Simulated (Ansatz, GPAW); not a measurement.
This is a calculation of HfO2 for Ansatz 0.2.0. Measurements of this composition are mostly on another form, of space group No. 14.

File input.yaml:

```yaml
crystal:
  lattice:
    - [0.0, 2.5575, 2.5575]
    - [2.5575, 0.0, 2.5575]
    - [2.5575, 2.5575, 0.0]
  atoms:
    - { symbol: Hf, position: [0.0, 0.0, 0.0] }
    - { symbol: O, position: [0.75, 0.75, 0.75] }
    - { symbol: O, position: [0.25, 0.25, 0.25] }
hamiltonian:
  xc: pbe
  pseudopotentials: { kind: paw }
kpoints:
  mp_grid: { grid: [9, 9, 9] }
scf:
  occupations: { method: gaussian, width: 0.03 }
output:
  forces: true
  stress: true
  eigenvalues: true
```

Potentials or basis: Ansatz PAW.

Command:

```console
$ ansatz run input.yaml --threads 2 --pin off --max-ram 5632MiB --backend cpu --events-out ev --progress --plain --runs-dir out
```

Problem. Translate it to GPAW 26.7.0 (ASE script). Potentials or basis there: GPAW PAW data sets (gpaw-data 1.2.1), cutoff 800 eV.

Solution. As run (cutoffs and basis follow the program's own potentials, and thresholds, step limits or extra output files can differ):

The input run.py:

```python
from ase import Atoms
from ase.dft.bandgap import bandgap
from ase.io import write
from ase.units import GPa
from gpaw import GPAW, PW

atoms = Atoms(['Hf', 'O', 'O'],
              cell=[[0.0, 2.5575, 2.5575],
                    [2.5575, 0.0, 2.5575],
                    [2.5575, 2.5575, 0.0]],
              scaled_positions=[[0.0, 0.0, 0.0],
                                [0.75, 0.75, 0.75],
                                [0.25, 0.25, 0.25]],
              pbc=True)

calc = GPAW(mode=PW(800),
            xc='PBE',
            kpts={'size': (9, 9, 9), 'gamma': True},
            occupations={'name': 'methfessel-paxton', 'order': 0, 'width': 0.03},
            nbands=24,
            convergence={'density': 1e-05, 'energy': 1e-05},
            maxiter=150,
            txt='gpaw.txt')
atoms.calc = calc
energy = atoms.get_potential_energy()
forces = atoms.get_forces()
stress = atoms.get_stress()
calc.write('gs.gpw')
write('result.traj', atoms)
print(f'Energy: {energy:.6f} eV')
print('Forces (eV/A):')
print(forces.round(4))
print('Stress (GPa):', (stress / GPa).round(3))
print('Fermi level:', round(calc.get_fermi_level(), 4), 'eV')
print(f'Gap: {bandgap(calc)[0]:.4f} eV, direct: {bandgap(calc, direct=True)[0]:.4f} eV')
```

Potentials or basis: GPAW PAW data sets (gpaw-data 1.2.1), pw.

Launch:

```sh
$ OMP_NUM_THREADS=1 python run.py
```

Both were run:

|  | Ansatz | GPAW |
| --- | --- | --- |
| Pressure | -2.5 GPa | -2.8 GPa |

Ansatz's pressure holds a Pulay term of +0.86 GPa for its cutoff of 420 eV, which the other run lacks.

The potentials hold 38 and 24 valence electrons a cell.

Where Ansatz's input types no cutoff or centring, it takes its own default and a Γ-centred mesh.

Pressure is positive in compression.
